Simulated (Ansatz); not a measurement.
TiO:

```
Ti O
1.0
     4.98909    0.00000    0.00000
    -2.49454    4.32068    0.00000
     0.00000    0.00000    2.87331
Ti O
3 3
Direct
  0.00000 0.00000 0.00000
  0.33333 0.66667 0.50000
  0.66667 0.33333 0.50000
  0.00000 0.39444 0.00000
  0.39444 0.00000 0.00000
  0.60556 0.60556 0.00000
```

The cell comes from a database or a generator and needn't be the stable form of this composition.

| Quantity | Value |
| --- | --- |
| Program | Ansatz 0.2.0 |
| Task | relaxation of cell and atoms |
| Functional | PBEsol |
| Dispersion | D4 |
| Potentials or basis | Ansatz PAW |
| Cutoff | 420 eV (not typed: the program's choice for these potentials) |
| k mesh | 6 × 6 × 9 |
| Occupations | fermi-dirac, width 0.05 eV |
| Spin | no spin polarisation |

At the start: volume 10.32 Å³/atom.

**Question.** How do energy, volume and symmetry change on relaxing?

**Answer.** It ends after 7 steps and the volume is 9.96 Å³/atom (-3.5 %); space group P-62m (No. 189, to 0.05 Å).

The path:
```csv
step,energy change (eV),largest force (eV/Å),volume (Å³)
1,0.0000,0.0410,61.94
2,-0.0596,0.0112,60.35
3,-0.0661,0.0108,59.76
4,-0.0660,0.0037,59.79
5,-0.0593,0.0035,59.79
6,-0.0595,0.0027,59.74
7,-0.0593,0.0026,59.74
```

Final structure:
```cif
data_structure
_symmetry_space_group_name_H-M 'P 1'
_symmetry_Int_Tables_number 1
_cell_length_a 4.9396
_cell_length_b 4.9396
_cell_length_c 2.8274
_cell_angle_alpha 90.000
_cell_angle_beta 90.000
_cell_angle_gamma 120.000
_cell_volume 59.74
loop_
_atom_site_label
_atom_site_type_symbol
_atom_site_fract_x
_atom_site_fract_y
_atom_site_fract_z
_atom_site_occupancy
Ti1 Ti 0.00000 0.00000 0.00000 1
Ti2 Ti 0.33333 0.66667 0.50000 1
Ti3 Ti 0.66667 0.33333 0.50000 1
O1 O 0.00000 0.39500 0.00000 1
O2 O 0.39500 0.00000 0.00000 1
O3 O 0.60500 0.60500 0.00000 1
```

Caveat: the plane-wave basis is chosen anew once the cell has moved, so the energies of steps on either side of that aren't comparable; the pressure holds a Pulay correction of +0.6 GPa for the finite cutoff; pairwise dispersion overbinds metals, which lowers pressure and volume; the PAW data sets come from PBE, with cores solved anew for the run's functional, which leaves a small shift of forces and pressure.
